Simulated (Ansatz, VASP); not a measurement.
# Two plane-wave programs on BP

```
B P
1.0
     0.00000    2.02155    2.85847
     2.02155    0.00000    2.85847
     2.02155    2.02155    0.00000
B P
1 1
Direct
  0.00000 0.00000 0.00000
  0.75000 0.75000 0.75000
```

Alike in both runs: task single point; functional r2SCAN; k mesh 8 × 8 × 8; occupations gaussian, width 0.05 eV; no spin polarisation.

|  | VASP | Ansatz |
| --- | --- | --- |
| version | VASP 6.6.1 | Ansatz 0.2.0 |
| potentials or method | VASP PAW PBE potentials, release 64 (B, P) | scalar-relativistic, plane waves, PAW |
| plane-wave cutoff (eV) | 520 | 500 |
| valence electrons in the cell | 8 | 8 |

|  | VASP | Ansatz | Ansatz less VASP |
| --- | --- | --- | --- |
| gap on the k mesh at the Fermi level (eV) | none | none | - |
| pressure (GPa) | -1.8 | -1.4 | +0.46 |
| largest component of the traceless stress (GPa) | 64.51 | 64.18 | -0.336 |

A gap of «none» marks a metal or a gap that the smearing closes. The functional is the same, so the differences come from potentials, cutoffs and numerics.

Caveats: the PAW data sets were made with another functional, which shifts forces and pressure a little (VASP).
